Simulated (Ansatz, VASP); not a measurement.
## Two plane-wave programs on CoSi2

The input INCAR:

```
SYSTEM = CoSi2
PREC = Accurate
ENCUT = 520
EDIFF = 1E-7
ISMEAR = 0
SIGMA = 0.1
LREAL = .FALSE.
LASPH = .TRUE.
NELM = 60
ALGO = Normal
ISIF = 2
LWAVE = .FALSE.
LCHARG = .FALSE.
GGA = PE
NBANDS = 16
```

Contents of KPOINTS:

```
Automatic mesh
0
G
  14 14 14
  0 0 0
```

Contents of POSCAR:

```
CoSi2
1.0
    0.0000000000      2.6252143047      2.6252143047
    2.6252143047      0.0000000000      2.6252143047
    2.6252143047      2.6252143047      0.0000000000
Co Si
1 2
Direct
    0.0000000000      0.0000000000      0.0000000000
    0.2500000000      0.2500000000      0.2500000000
    0.7500000000      0.7500000000      0.7500000000
```

Input for Ansatz:

```yaml
crystal:
  lattice:
    - [0.0, 2.6252142992, 2.6252142992]
    - [2.6252142992, 0.0, 2.6252142992]
    - [2.6252142992, 2.6252142992, 0.0]
  atoms:
    - { symbol: Co, position: [0.0, 0.0, 0.0] }
    - { symbol: Si, position: [0.25, 0.25, 0.25] }
    - { symbol: Si, position: [0.75, 0.75, 0.75] }
basis:
  ecutwfc: 420
kpoints:
  mp_grid: { grid: [14, 14, 14] }
hamiltonian:
  xc: pbe
scf:
  occupations: { method: gaussian, width: 0.1 }
output:
  forces: true
  stress: true
  eigenvalues: true
  write_density: true
  write_potential: true
  elf: true
  volumetric_format: npy
```

Alike in both runs: task single point; functional PBE; k mesh 14 × 14 × 14; occupations gaussian, width 0.1 eV; no spin polarisation.

|  | VASP | Ansatz |
| --- | --- | --- |
| version | VASP 6.6.1 | Ansatz 0.2.0 |
| potentials or method | VASP PAW PBE potentials, release 64 (Co, Si) | scalar-relativistic, plane waves, PAW |
| plane-wave cutoff (eV) | 520 | 420 |
| valence electrons in the cell | 17 | 25 |

VASP gave:

```
gap on the k mesh at the Fermi level (eV) : none
pressure (GPa)                            : 12.6
```

Task: Which values does Ansatz return?

Result: gap on the k mesh at the Fermi level (eV): none; pressure (GPa): 12.8.

A gap of «none» marks a metal or a gap that the smearing closes. With one functional, cell and mesh, what is left measures potentials, basis and numerics. The two sets of potentials don't hold the same shells in valence.

Spin polarisation is off, so any magnetic state and its effect on volume and gap are missing.
